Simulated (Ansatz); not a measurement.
## Response of NaH to small distortions

```yaml
crystal:
  lattice:
    - [0.00000, 2.38642, 2.38642]
    - [2.38642, 0.00000, 2.38642]
    - [2.38642, 2.38642, 0.00000]
  atoms:
    - { symbol: Na, position: [0.00000, 0.00000, 0.00000] }
    - { symbol: H, position: [0.50000, 0.50000, 0.50000] }
```

Atom numbers follow the list: Na1, H2.

The conventional cell has a = 4.773 Å, b = 4.773 Å, c = 4.773 Å, α = 90.00°, β = 90.00°, γ = 90.00°. Na (atom 1) is surrounded by 6 H at 2.39 Å. Around H (atom 2) lie 6 Na at 2.39 Å.

Structure from Materials Project entry mp-23870 (possibly hypothetical), not relaxed further.

Level of theory: Ansatz 0.2.0, DFT, PBEsol, all-electron PAW with datasets made for the crystal, scalar-relativistic.

Settings: a Γ-centred 11×11×11 k mesh, Fermi–Dirac smearing of 0.02 eV, cutoff 180 eV (chosen by the program for this cell), no spin polarisation.

The unchanged cell is at 0.28 GPa.

Semilocal functionals give too small gaps.

x, y and z are the Cartesian axes of the cell as listed; fractional coordinates follow a strain, and an engineering shear is twice the off-diagonal strain component.

Vzz stands for the principal value of largest size of the field-gradient tensor, whatever its axis.

**Question.** One change gave: energy change +1 meV/atom; stress change (xx, yy, zz, yz, xz, xy) 0.00, 0.00, 0.00, -0.47, -0.47, -0.47 GPa, compression positive; Vzz in 10²¹ V/m²: Na1 0 → -0.12 (η = 0.00), H2 0 → 0.01 (η = 0.00); gap on the k mesh 3.83 → 3.64 eV. Which change was it?
A. equal xy, yz and zx engineering shear strains of +2 %
B. atom 2 (H) moved by (0.0212, 0.0212, 0.0000) Å
C. z strained by -1 % at fixed volume

**Answer.** A. For z strained by -1 % at fixed volume: energy change under 1 meV/atom; stress change (xx, yy, zz, yz, xz, xy) -0.18, -0.18, 0.38, 0.00, 0.00, 0.00 GPa, compression positive; Vzz in 10²¹ V/m²: Na1 0 → -0.14 (η = 0.00), H2 0 → 0.02 (η = 0.00); gap on the k mesh 3.83 → 3.82 eV. For atom 2 (H) moved by (0.0212, 0.0212, 0.0000) Å: energy change under 1 meV/atom; stress change (xx, yy, zz, yz, xz, xy) 0.01, 0.01, 0.00, 0.00, 0.00, 0.00 GPa, compression positive; change of the force on H2 (-0.021, -0.021, 0.000) eV/Å; Vzz in 10²¹ V/m²: Na1 0 → 0 (under 0.004), H2 0 → 0 (under 0.004); gap on the k mesh 3.83 → 3.83 eV.

**Question.** What force constant does this one finite step give for H2 along its displacement (all its periodic images move with it)?

**Answer.** k = −ΔF·u/|u|² = 1.00 eV/Å², so the force pulls the atom back.
